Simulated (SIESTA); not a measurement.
The system is Ge.

```
Ge
1.0
     0.00000    2.82891    2.82891
     2.82891    0.00000    2.82891
     2.82891    2.82891    0.00000
Ge
2
Direct
  0.75000 0.75000 0.75000
  0.50000 0.50000 0.50000
```

```yaml
Program: SIESTA 5.4.2
Task: single point
Functional: PBE
Potentials_or_basis: PseudoDojo 0.4 standard (PBE files)
Basis: DZP (energy shift 0.002 Ry)
Grid_cutoff: 800 Ry
Energy_shift: 0.002 Ry
k_mesh: 8 × 8 × 8
Occupations: fermi-dirac, width 0.05 eV
Spin: no spin polarisation
```

On this cell: pressure 7.4 GPa; largest force zero by symmetry; band gap on the k mesh none (metal or under the smearing width).

The same run follows on a disturbed copy (atoms moved at random, drawn with an rms of 0.05 Å):

```
Ge
1.0
     0.00000    2.82891    2.82891
     2.82891    0.00000    2.82891
     2.82891    2.82891    0.00000
Ge
2
Direct
  0.76097 0.73326 0.75334
  0.49345 0.48940 0.51015
```

Task: What does the disturbed cell give?

Result: The energy (extrapolated to zero smearing) moves by +10.2 meV/atom; pressure 7.6 GPa; largest force 0.770 eV/Å; band gap on the k mesh none (metal or under the smearing width).

Forces in eV/Å, atoms in the order of the input:
```
Ge   0.487 -0.410 -0.433
Ge  -0.487  0.409  0.433
```

Stress tensor (GPa, compression positive):
```
 7.54 -1.35 -1.27
-1.35  7.57  1.56
-1.27  1.56  7.56
```

Caveats: semicore shells carry a single zeta, which can move pressures by several GPa and volumes by a few percent; the basis of atomic orbitals isn't converged, which shifts pressures, moduli and gaps.
